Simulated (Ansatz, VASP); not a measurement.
## HgTe (Coloradoite) in VASP and in Ansatz

```
Hg Te
1.0
     0.00000    3.03771    3.03771
     3.03771    0.00000    3.03771
     3.03771    3.03771    0.00000
Hg Te
1 1
Direct
  0.00000 0.00000 0.00000
  0.25000 0.25000 0.25000
```

Alike in both runs: task single point; functional PBE; dispersion D3(BJ); k mesh 10 × 10 × 10; occupations gaussian, width 0.05 eV; no spin polarisation.

|  | VASP | Ansatz |
| --- | --- | --- |
| version | VASP 6.6.1 | Ansatz 0.2.0 |
| potentials or method | VASP PAW PBE potentials, release 64 (Hg, Te) | scalar-relativistic, plane waves, PAW |
| plane-wave cutoff (eV) | 520 | 420 |
| valence electrons in the cell | 18 | 36 |

Ansatz gave:

| Property | Result |
| --- | --- |
| gap on the k mesh at the Fermi level (eV) | none |
| pressure (GPa) | 15.9 |

Problem. What did VASP give for the same quantities?

Solution. gap on the k mesh at the Fermi level (eV): none; pressure (GPa): 16.1.

A gap of «none» marks a metal or a gap that the smearing closes. The two sets of potentials don't hold the same shells in valence.

Caveats: so large a pressure means that the cell lies far from this level's equilibrium, or that cutoff or potentials fall short (VASP); pairwise dispersion overbinds metals, which lowers pressure and volume. Spin-orbit coupling is left out, which matters for the levels of Hg, Te.
